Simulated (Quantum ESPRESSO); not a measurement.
# TiB2 (P6/mmm) in Quantum ESPRESSO: a series of runs

One crystal, TiB2, is run at these levels: PBEsol, r2SCAN; tasks: band structure.

Program: Quantum ESPRESSO 7.5. These are calculated values, not measurements. Logs are shortened: lines on timing, memory, paths and dates and some standing lists are left out, and cuts for length are marked.

**1. The structure**

It takes space group P6/mmm (No. 191, hexagonal). Conventional cell: a = 3.029 Å, b = 3.029 Å, c = 3.228 Å, α = 90.00°, β = 90.00°, γ = 120.00°. Ti (site symmetry 6/mmm) is surrounded by 12 B at 2.38 Å. Around B (site symmetry -6m2) lie 3 B at 1.75 Å.

**2. Band structure, PBEsol**

pw.in reads:

```
&CONTROL
  calculation = 'scf'
  prefix = 'pwscf'
  outdir = './tmp'
  pseudo_dir = './pseudo'
  tprnfor = .true.
  tstress = .true.
  disk_io = 'low'
/
&SYSTEM
  ibrav = 0
  celldm(1) = 8
  nat = 3
  ntyp = 2
  ecutwfc = 45
  ecutrho = 360
  nbnd = 15
  occupations = 'smearing'
  smearing = 'fd'
  degauss = 0.00367493
/
&ELECTRONS
  conv_thr = 6d-10
  electron_maxstep = 120
  mixing_beta = 0.5
/
ATOMIC_SPECIES
Ti    47.8670 ti_pbesol_v1.4.uspp.F.UPF
B     10.8100 b_pbesol_v1.4.uspp.F.UPF
CELL_PARAMETERS alat
  0.7155447970895   0.0000000000000   0.0000000000000
 -0.3577723985448   0.6196799718150   0.0000000000000
  0.0000000000000   0.0000000000000   0.7625989775927
ATOMIC_POSITIONS crystal
Ti     0.0000000000    0.0000000000    0.0000000000
B      0.6666666667    0.3333333333    0.5000000000
B      0.3333333333    0.6666666667    0.5000000000
K_POINTS automatic
10 10 8 0 0 0
```

bands.in reads:

```
&CONTROL
  calculation = 'bands'
  prefix = 'pwscf'
  outdir = './tmp'
  pseudo_dir = './pseudo'
  disk_io = 'low'
  verbosity = 'high'
/
&SYSTEM
  ibrav = 0
  celldm(1) = 8
  nat = 3
  ntyp = 2
  ecutwfc = 45
  ecutrho = 360
  nbnd = 15
  occupations = 'smearing'
  smearing = 'fd'
  degauss = 0.00367493
/
&ELECTRONS
  conv_thr = 1d-08
  electron_maxstep = 120
  mixing_beta = 0.5
  diago_full_acc = .true.
  startingwfc = 'random'
/
ATOMIC_SPECIES
Ti    47.8670 ti_pbesol_v1.4.uspp.F.UPF
B     10.8100 b_pbesol_v1.4.uspp.F.UPF
CELL_PARAMETERS alat
  0.7155447970895   0.0000000000000   0.0000000000000
 -0.3577723985448   0.6196799718150   0.0000000000000
  0.0000000000000   0.0000000000000   0.7625989775927
ATOMIC_POSITIONS crystal
Ti     0.0000000000    0.0000000000    0.0000000000
B      0.6666666667    0.3333333333    0.5000000000
B      0.3333333333    0.6666666667    0.5000000000
K_POINTS crystal
60
 0.0000000000  0.0000000000  0.0000000000 1
 0.0714285714  0.0000000000  0.0000000000 1
 0.1428571429  0.0000000000  0.0000000000 1
 0.2142857143  0.0000000000  0.0000000000 1
 0.2857142857  0.0000000000  0.0000000000 1
 0.3571428571  0.0000000000  0.0000000000 1
 0.4285714286  0.0000000000  0.0000000000 1
 0.5000000000  0.0000000000  0.0000000000 1
 0.4444444444  0.1111111111  0.0000000000 1
 0.3888888889  0.2222222222  0.0000000000 1
 0.3333333333  0.3333333333  0.0000000000 1
 0.2916666667  0.2916666667  0.0000000000 1
 0.2500000000  0.2500000000  0.0000000000 1
 0.2083333333  0.2083333333  0.0000000000 1
 0.1666666667  0.1666666667  0.0000000000 1
 0.1250000000  0.1250000000  0.0000000000 1
 0.0833333333  0.0833333333  0.0000000000 1
 0.0416666667  0.0416666667  0.0000000000 1
 0.0000000000  0.0000000000  0.0000000000 1
 0.0000000000  0.0000000000  0.0833333333 1
 0.0000000000  0.0000000000  0.1666666667 1
 0.0000000000  0.0000000000  0.2500000000 1
 0.0000000000  0.0000000000  0.3333333333 1
 0.0000000000  0.0000000000  0.4166666667 1
 0.0000000000  0.0000000000  0.5000000000 1
 0.0714285714  0.0000000000  0.5000000000 1
 0.1428571429  0.0000000000  0.5000000000 1
 0.2142857143  0.0000000000  0.5000000000 1
 0.2857142857  0.0000000000  0.5000000000 1
 0.3571428571  0.0000000000  0.5000000000 1
 0.4285714286  0.0000000000  0.5000000000 1
 0.5000000000  0.0000000000  0.5000000000 1
 0.4583333333  0.0833333333  0.5000000000 1
 0.4166666667  0.1666666667  0.5000000000 1
 0.3750000000  0.2500000000  0.5000000000 1
 0.3333333333  0.3333333333  0.5000000000 1
 0.2962962963  0.2962962963  0.5000000000 1
 0.2592592593  0.2592592593  0.5000000000 1
 0.2222222222  0.2222222222  0.5000000000 1
 0.1851851852  0.1851851852  0.5000000000 1
 0.1481481481  0.1481481481  0.5000000000 1
 0.1111111111  0.1111111111  0.5000000000 1
 0.0740740741  0.0740740741  0.5000000000 1
 0.0370370370  0.0370370370  0.5000000000 1
 0.0000000000  0.0000000000  0.5000000000 1
 0.5000000000  0.0000000000  0.5000000000 1
 0.5000000000  0.0000000000  0.4285714286 1
 0.5000000000  0.0000000000  0.3571428571 1
 0.5000000000  0.0000000000  0.2857142857 1
 0.5000000000  0.0000000000  0.2142857143 1
 0.5000000000  0.0000000000  0.1428571429 1
 0.5000000000  0.0000000000  0.0714285714 1
 0.5000000000  0.0000000000  0.0000000000 1
 0.3333333333  0.3333333333  0.0000000000 1
 0.3333333333  0.3333333333  0.0833333333 1
 0.3333333333  0.3333333333  0.1666666667 1
 0.3333333333  0.3333333333  0.2500000000 1
 0.3333333333  0.3333333333  0.3333333333 1
 0.3333333333  0.3333333333  0.4166666667 1
 0.3333333333  0.3333333333  0.5000000000 1
```

Potentials or basis: GBRV 1.5 PBEsol.

Command:

```
OMP_NUM_THREADS=1 mpirun -n 2 pw.x -nk 2 -in pw.in > pw.out
OMP_NUM_THREADS=1 mpirun -n 2 pw.x -nk 2 -in bands.in > bands.out
```

pw.out:

```text
This program is part of the open-source Quantum ESPRESSO suite
     for quantum simulation of materials; please cite
[... 13 lines left out ...]
     --------------------
     sticks:   dense  smooth     PW     G-vecs:    dense   smooth      PW
     Sum         817     421    121                20005     7059    1239

     Using Slab Decomposition

     bravais-lattice index     =            0
     lattice parameter (alat)  =       8.0000  a.u.
     unit-cell volume          =     173.1293 (a.u.)^3
     number of atoms/cell      =            3
     number of atomic types    =            2
     number of electrons       =        18.00
     number of Kohn-Sham states=           15
     kinetic-energy cutoff     =      45.0000  Ry
     charge density cutoff     =     360.0000  Ry
     scf convergence threshold =      6.0E-10
     mixing beta               =       0.5000
     number of iterations used =            8  plain     mixing
     Exchange-correlation= SLA  PW   PSX  PSC
                           (   1   4  10   8   0   0   0)

     celldm(1)=   8.000000  celldm(2)=   0.000000  celldm(3)=   0.000000
     celldm(4)=   0.000000  celldm(5)=   0.000000  celldm(6)=   0.000000

     crystal axes: (cart. coord. in units of alat)
               a(1) = (   0.715545   0.000000   0.000000 )
               a(2) = (  -0.357772   0.619680   0.000000 )
               a(3) = (   0.000000   0.000000   0.762599 )

     reciprocal axes: (cart. coord. in units 2 pi/alat)
               b(1) = (  1.397537  0.806868 -0.000000 )
               b(2) = (  0.000000  1.613736  0.000000 )
               b(3) = (  0.000000 -0.000000  1.311305 )

     PseudoPot. # 1 for Ti read from file:
     ti_pbesol_v1.4.uspp.F.UPF
     Pseudo is Ultrasoft + core correction, Zval = 12.0
     Generated by new atomic code, or converted to UPF format
     Using radial grid of  851 points,  6 beta functions with:
                l(1) =   0
                l(2) =   0
                l(3) =   1
                l(4) =   1
                l(5) =   2
                l(6) =   2
     Q(r) pseudized with  6 coefficients,  rinner =    1.000   1.000   1.000
                                                       1.000   1.000

     PseudoPot. # 2 for B  read from file:
     b_pbesol_v1.4.uspp.F.UPF
     Pseudo is Ultrasoft + core correction, Zval =  3.0
     Generated by new atomic code, or converted to UPF format
     Using radial grid of  781 points,  4 beta functions with:
                l(1) =   0
                l(2) =   0
                l(3) =   1
                l(4) =   1
     Q(r) pseudized with  8 coefficients,  rinner =    1.100   1.100   1.100

     atomic species   valence    mass     pseudopotential
     Ti               12.00    47.86700     Ti( 1.00)
     B                 3.00    10.81000     B ( 1.00)

     24 Sym. Ops., with inversion, found

   Cartesian axes

     site n.     atom                  positions (alat units)
         1        Ti     tau(   1) = (   0.0000000   0.0000000   0.0000000  )
         2        B      tau(   2) = (   0.3577724   0.2065600   0.3812995  )
         3        B      tau(   3) = (  -0.0000000   0.4131200   0.3812995  )

     number of k points=    70  Fermi-Dirac smearing, width (Ry)=  0.0037
                       cart. coord. in units 2pi/alat
        k(    1) = (   0.0000000   0.0000000   0.0000000), wk =   0.0025000
        k(    2) = (   0.0000000   0.0000000   0.1639131), wk =   0.0050000
        k(    3) = (   0.0000000   0.0000000   0.3278263), wk =   0.0050000
        k(    4) = (   0.0000000   0.0000000   0.4917394), wk =   0.0050000
        k(    5) = (   0.0000000   0.0000000  -0.6556526), wk =   0.0025000
        k(    6) = (   0.0000000   0.1613736   0.0000000), wk =   0.0150000
[... 62 lines left out ...]
        k(   69) = (   0.4192610   0.7261813   0.4917394), wk =   0.0300000
        k(   70) = (   0.4192610   0.7261813  -0.6556526), wk =   0.0150000

     Dense  grid:    20005 G-vectors     FFT dimensions: (  36,  36,  40)

     Smooth grid:     7059 G-vectors     FFT dimensions: (  25,  25,  27)

     Check: negative core charge=   -0.000010

     Initial potential from superposition of free atoms

     starting charge      16.9994, renormalised to      18.0000

     negative rho (up, down):  7.143E-04 0.000E+00
     Starting wfcs are   18 randomized atomic wfcs

     Self-consistent Calculation

     iteration #  1     ecut=    45.00 Ry     beta= 0.50
     Davidson diagonalization with overlap
     ethr =  1.00E-02,  avg # of iterations =  2.7

     negative rho (up, down):  8.538E-04 0.000E+00
[... 67 lines left out ...]
     iteration #  9     ecut=    45.00 Ry     beta= 0.50
     Davidson diagonalization with overlap
     ethr =  2.25E-11,  avg # of iterations =  2.8

     negative rho (up, down):  5.651E-04 0.000E+00

     End of self-consistent calculation

          k = 0.0000 0.0000 0.0000 (   889 PWs)   bands (ev):

   -41.5991 -18.0571 -17.7481 -17.7481   1.6036  12.4823  12.4823  12.7748
    12.9299  16.9869  16.9869  18.7663  18.7663  20.8465  20.8465
[... 118 lines left out ...]
   -41.5339 -18.1748 -18.0923 -17.8128   4.9882   8.2102  10.5476  10.6275
    12.4396  17.4905  17.6988  18.9536  19.5127  21.2146  21.3334

          k = 0.0000-0.8069 0.0000 (   880 PWs)   bands (ev):

   -41.5429 -18.1623 -17.9861 -17.8438   5.7202   5.9018  11.8324  11.8533
    12.7872  16.4252  17.8466  18.3303  18.4636  22.4917  22.6056

          k = 0.0000-0.8069 0.1639 (   878 PWs)   bands (ev):

   -41.5408 -18.1575 -18.0127 -17.8405   5.8202   5.9237  11.5592  11.8681
    12.7437  16.8970  17.4122  17.8723  19.2225  21.1741  23.3294

          k = 0.0000-0.8069 0.3278 (   892 PWs)   bands (ev):

   -41.5358 -18.1459 -18.0765 -17.8326   5.6283   6.4776  11.0273  11.9021
    12.4012  16.9079  17.9354  17.9860  19.7278  20.2703  22.8932

          k = 0.0000-0.8069 0.4917 (   890 PWs)   bands (ev):

   -41.5307 -18.1395 -18.1342 -17.8246   5.4433   7.1815  10.6006  11.6748
    11.9340  17.2121  18.0001  19.1487  19.7645  20.0806  21.7836

          k = 0.0000-0.8069-0.6557 (   888 PWs)   bands (ev):

   -41.5286 -18.1655 -18.1293 -17.8213   5.3685   7.5616  10.4438  11.2400
    11.9467  17.5796  18.0274  19.6023  19.7072  20.4589  20.8548

          k = 0.1398 0.2421 0.0000 (   876 PWs)   bands (ev):
[... 196 lines left out ...]
   -41.5227 -18.1552 -18.0410 -17.9642   6.0582   7.0636   9.4386  11.7199
    12.0218  17.5997  19.0518  19.2126  19.5039  20.2078  22.1733

     the Fermi energy is    15.0137 ev

!    total energy              =    -132.10762508 Ry
     estimated scf accuracy    <          3.5E-10 Ry
     smearing contrib. (-TS)   =      -0.00046399 Ry
     internal energy E=F+TS    =    -132.10716109 Ry

     The total energy is F=E-TS. E is the sum of the following terms:
     one-electron contribution =     -29.68528282 Ry
     hartree contribution      =      24.20454242 Ry
     xc contribution           =     -24.00886883 Ry
     ewald contribution        =    -102.61755186 Ry

     convergence has been achieved in   9 iterations

     negative rho (up, down):  5.651E-04 0.000E+00

     Forces acting on atoms (cartesian axes, Ry/au):

     atom    1 type  1   force =     0.00000000    0.00000000   -0.00000000
     atom    2 type  2   force =    -0.00000000   -0.00000000    0.00000000
     atom    3 type  2   force =     0.00000000    0.00000000   -0.00000000

     Total force =     0.000000     Total SCF correction =     0.000000

     Computing stress (Cartesian axis) and pressure

     negative rho (up, down):  5.651E-04 0.000E+00
          total   stress  (Ry/bohr**3)                   (kbar)     P=      -48.67
  -0.00027944  -0.00000000   0.00000000          -41.11       -0.00        0.00
  -0.00000000  -0.00027944  -0.00000000           -0.00      -41.11       -0.00
   0.00000000   0.00000000  -0.00043357            0.00        0.00      -63.78

=------------------------------------------------------------------------------=
   JOB DONE.
=------------------------------------------------------------------------------=
```

Run time: 14 s. Hardware: 2 MPI ranks of Arm Neoverse V1, shared host; peak memory 0.18 GiB.

Results:

* Free energy: -1797.4158 eV
* Pressure: -4.9 GPa
* Band gap on the k mesh: none (metal or under the smearing width)

Levels at the corners of the path, in eV from the Fermi level:
```csv
point,band 7,band 8,band 9,band 10,band 11,band 12
Γ,-2.53,-2.24,-2.08,1.97,1.97,3.75
M,-3.18,-3.16,-2.23,1.41,2.83,3.32
K,-7.29,-1.80,-1.80,1.44,1.44,2.07
Γ,-2.53,-2.24,-2.08,1.97,1.97,3.75
A,-0.46,-0.46,-0.12,-0.12,0.50,0.50
L,-4.57,-3.77,-3.07,2.57,3.01,4.59
H,-5.65,-3.10,-3.10,2.60,4.35,4.35
A,-0.46,-0.46,-0.12,-0.12,0.50,0.50
L,-4.57,-3.77,-3.07,2.57,3.01,4.59
M,-3.18,-3.16,-2.23,1.41,2.83,3.32
K,-7.29,-1.80,-1.80,1.44,1.44,2.07
H,-5.65,-3.10,-3.10,2.60,4.35,4.35
```

**3. Band structure, r2SCAN**

pw.in, as its differences from that of step 2:

```diff
@@ -14,5 +14,5 @@
   ntyp = 2
-  ecutwfc = 45
-  ecutrho = 360
+  ecutwfc = 70
   nbnd = 15
+  input_dft = 'r2scan'
   occupations = 'smearing'
@@ -20,5 +20,6 @@
   degauss = 0.00367493
+  nosym = .true.
 /
 &ELECTRONS
-  conv_thr = 6d-10
+  conv_thr = 1d-08
   electron_maxstep = 120
@@ -27,4 +28,4 @@
 ATOMIC_SPECIES
-Ti    47.8670 ti_pbesol_v1.4.uspp.F.UPF
-B     10.8100 b_pbesol_v1.4.uspp.F.UPF
+Ti    47.8670 Ti_ONCV_PBE-1.2.upf
+B     10.8100 B_ONCV_PBE-1.2.upf
 CELL_PARAMETERS alat
@@ -38,2 +39,2 @@
 K_POINTS automatic
-10 10 8 0 0 0
+8 8 6 0 0 0
```

bands.in, as its differences from that of step 2:

```diff
@@ -13,5 +13,5 @@
   ntyp = 2
-  ecutwfc = 45
-  ecutrho = 360
+  ecutwfc = 70
   nbnd = 15
+  input_dft = 'r2scan'
   occupations = 'smearing'
@@ -19,2 +19,3 @@
   degauss = 0.00367493
+  nosym = .true.
 /
@@ -28,4 +29,4 @@
 ATOMIC_SPECIES
-Ti    47.8670 ti_pbesol_v1.4.uspp.F.UPF
-B     10.8100 b_pbesol_v1.4.uspp.F.UPF
+Ti    47.8670 Ti_ONCV_PBE-1.2.upf
+B     10.8100 B_ONCV_PBE-1.2.upf
 CELL_PARAMETERS alat
```

Potentials or basis: SG15 PBE 1.2.

Command:

```
OMP_NUM_THREADS=1 mpirun -n 4 pw.x -nk 4 -in pw.in > pw.out
OMP_NUM_THREADS=1 mpirun -n 4 pw.x -nk 4 -in bands.in > bands.out
```

pw.out:

```text
This program is part of the open-source Quantum ESPRESSO suite
     for quantum simulation of materials; please cite
         "P. Giannozzi et al., J. Phys.:Condens. Matter 21 395502 (2009);
         "P. Giannozzi et al., J. Phys.:Condens. Matter 29 465901 (2017);
         "P. Giannozzi et al., J. Chem. Phys. 152 154105 (2020);
     in publications or presentations arising from this work. More details at

     IMPORTANT: XC functional enforced from input :
     Exchange-correlation= R2SCAN
                           (   0   0   0   0   0 497 498)
     Any further DFT definition will be discarded
     Please, verify this is what you really want

     K-points division:     npool     =       4
     Subspace diagonalization in iterative solution of the eigenvalue problem:
     a serial algorithm will be used

     G-vector sticks info
     --------------------
     sticks:   dense  smooth     PW     G-vecs:    dense   smooth      PW
     Sum         637     637    211                13689    13689    2557
[... 162 lines left out ...]
     Davidson diagonalization with overlap
     ethr =  1.11E-10,  avg # of iterations =  1.0

     End of self-consistent calculation

     Number of k-points >= 100: set verbosity='high' to print the bands.

     the Fermi energy is    15.5664 ev

!    total energy              =    -126.96620797 Ry
     estimated scf accuracy    <          3.0E-09 Ry
     smearing contrib. (-TS)   =      -0.00008579 Ry
     internal energy E=F+TS    =    -126.96612218 Ry

     The total energy is F=E-TS. E is the sum of the following terms:
     one-electron contribution =     -28.56009599 Ry
     hartree contribution      =      23.11462110 Ry
     xc contribution           =     -18.90309542 Ry
     ewald contribution        =    -102.61755186 Ry

     convergence has been achieved in  11 iterations

     Forces acting on atoms (cartesian axes, Ry/au):

     atom    1 type  1   force =     0.00000001   -0.00000005   -0.00000000
     atom    2 type  2   force =    -0.00000003    0.00000020   -0.00000010
     atom    3 type  2   force =     0.00000002   -0.00000014    0.00000010

     Total force =     0.000000     Total SCF correction =     0.000000
     SCF correction compared to forces is large: reduce conv_thr to get better values

     Computing stress (Cartesian axis) and pressure

          total   stress  (Ry/bohr**3)                   (kbar)     P=      -26.18
  -0.00019521   0.00000000  -0.00000000          -28.72        0.00       -0.00
   0.00000000  -0.00019521  -0.00000000            0.00      -28.72       -0.00
  -0.00000000  -0.00000000  -0.00014357           -0.00       -0.00      -21.12

=------------------------------------------------------------------------------=
   JOB DONE.
=------------------------------------------------------------------------------=
```

Wall time 68 s (4 MPI ranks of Arm Neoverse V2, shared host); peak memory 0.36 GiB.

Results:

- Free energy: -1727.4633 eV
- Pressure: -2.6 GPa
- Band gap on the k mesh: none (metal or under the smearing width)

Stress tensor (GPa, compression positive):
```
-2.87  0.00  0.00
 0.00 -2.87  0.00
 0.00  0.00 -2.11
```

Levels at the corners of the path, in eV from the Fermi level:
```tsv
point	band 7	band 8	band 9	band 10	band 11	band 12
Γ	-2.91	-2.79	-2.33	1.95	1.95	3.78
M	-3.71	-3.59	-2.50	1.36	2.84	3.31
K	-7.96	-2.13	-2.13	1.34	1.34	2.04
Γ	-2.91	-2.79	-2.33	1.95	1.95	3.78
A	-0.78	-0.78	-0.29	-0.29	0.40	0.40
L	-5.10	-4.25	-3.71	2.57	3.03	4.59
H	-6.33	-3.64	-3.64	2.59	4.34	4.34
A	-0.78	-0.78	-0.29	-0.29	0.40	0.40
L	-5.10	-4.25	-3.71	2.57	3.03	4.59
M	-3.71	-3.59	-2.50	1.36	2.84	3.31
K	-7.96	-2.13	-2.13	1.34	1.34	2.04
H	-6.33	-3.64	-3.64	2.59	4.34	4.34
```

Caveat: the k mesh is coarse; the potentials were made for another functional, which shifts forces and pressure.

**4. The reference run**

An earlier run on the cell as given: functional PBEsol; potentials or basis GBRV 1.5 PBEsol; cutoff 612 eV; density cutoff 4898 eV; k mesh 10 × 10 × 8; occupations fermi-dirac, width 0.05 eV; no spin polarisation.

* Pressure: -4.9 GPa
* Band gap on the k mesh: none (metal or under the smearing width)

**5. Overview**

```tsv
task	level	potentials or basis	k mesh	cutoff (eV)	SCF threshold	symmetry	gap on the mesh (eV)	pressure (GPa)
band structure	PBEsol	GBRV 1.5 PBEsol	10 × 10 × 8	612	6e-10 Ry	-	none	-4.9
band structure	r2SCAN	SG15 PBE 1.2	8 × 8 × 6	952	1e-08 Ry	off	none	-2.6
single point	PBEsol	GBRV 1.5 PBEsol	10 × 10 × 8	612	6e-10 Ry	-	none	-4.9
```

Alike in all rows: no spin polarisation; cell as given; smearing fermi-dirac 0.05 eV.

Caveats: the potentials were made for another functional, which shifts forces and pressure (some runs).

Total energies depend on the potentials used, so only differences within one code and one set of settings carry meaning.
